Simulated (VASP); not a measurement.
Here is a VASP 6.6.1 calculation.

Contents of INCAR:

```
SYSTEM = Ti
ALGO = Normal ; EDIFF = 1E-7
EDIFFG = -0.01 ; ENCUT = 600
IBRION = 2 ; ISIF = 4
ISMEAR = 1 ; LASPH = .TRUE.
LCHARG = .FALSE. ; LMIXTAU = .TRUE.
LREAL = .FALSE. ; LWAVE = .FALSE.
METAGGA = R2SCAN ; NELM = 80
NSW = 40 ; PREC = Accurate
SIGMA = 0.1
```

File KPOINTS:

```
k-points
0
G
  15 15 8
  0 0 0
```

File POSCAR:

```
Ti                                      
1.0
    2.8795727135      0.0000000000      0.0000000000
   -1.4397863568      2.4937831220      0.0000000000
    0.0000000000      0.0000000000      4.5472306008
  Ti            
     2
Direct
     0.3333333332999970    0.6666666667000030    0.2500000000000000
     0.6666666667000030    0.3333333332999970    0.7500000000000000
```

Potentials or basis: VASP PAW PBE potentials, release 64 (Ti_sv).

Launch:

```bash
$ cat potpaw_PBE.64/Ti_sv/POTCAR > POTCAR
$ mpirun -np 1 vasp_std > vasp.out
```

Problem. Estimate the band gap on the k mesh.

Solution. None (metal or under the smearing width).

Final structure:
```cif
data_structure
_symmetry_space_group_name_H-M 'P 1'
_symmetry_Int_Tables_number 1
_cell_length_a 2.8796
_cell_length_b 2.8796
_cell_length_c 4.5472
_cell_angle_alpha 90.000
_cell_angle_beta 90.000
_cell_angle_gamma 120.000
_cell_volume 32.65
loop_
_atom_site_label
_atom_site_type_symbol
_atom_site_fract_x
_atom_site_fract_y
_atom_site_fract_z
_atom_site_occupancy
Ti1 Ti 0.33333 0.66667 0.25000 1
Ti2 Ti 0.66667 0.33333 0.75000 1
```

Caveat: the relaxation stopped at its first step, so nothing moved.
